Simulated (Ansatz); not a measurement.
**Moving the fixed moment of the cell in Yb**

The structure is cubic, space group Im-3m (No. 229). Conventional cell: a = 4.303 Å, b = 4.303 Å, c = 4.303 Å, α = 90.00°, β = 90.00°, γ = 90.00°. Around Yb (site symmetry m-3m) lie 8 Yb at 3.73 Å.

This isn't the form of Yb at room conditions, which is fcc.

Kept alike: task single point; functional PBEsol; k mesh 7 × 7 × 7; occupations fermi-dirac, width 0.05 eV. Program: Ansatz, Ansatz PAW, cutoff 420 eV. The mesh is that of the run's cell of 1 atom. No spin-orbit coupling.

| run | pressure (GPa) | largest site moment (μB) | free energy over the lowest row (meV/atom) |
| --- | --- | --- | --- |
| A | -2.74 | 0.58 | 211.38 |
| B | -2.87 | 0.88 | 468.69 |
| C | -2.78 | 0.70 | 301.01 |
| D | -2.96 | 0.30 | 64.40 |
| E | -3.26 | 0.12 | 12.70 |
| F | -2.80 | 0.47 | 143.55 |
| G | -3.47 | 0.00 | 0.00 |
| H | -3.32 | 1.19 | 826.37 |

Pressure is positive in compression, with a Pulay correction for the finite cutoff. For a metal such a mesh leaves the last digits unconverged. The runs hold the magnetic state that their start led to, which needn't be the lowest. Site moments count inside each atom's sphere or projector. All rows use potentials made for PBE.

Task: The runs differ in the fixed moment of the cell alone: 0; 0.2; 0.5; 0.8; 1; 1.2; 1.5; 2 μB. Which run is which?

Result: Run A is 1 μB; run B is 1.5 μB; run C is 1.2 μB; run D is 0.5 μB; run E is 0.2 μB; run F is 0.8 μB; run G is 0 μB; run H is 2 μB. The pressure runs from -3.47 (0) to -2.74 GPa (1). The largest site moment rises from 0.00 to 1.19 μB between 0 and 2 μB. The free energy rises from 0.00 to 826.37 meV/atom between 0 and 2 μB.
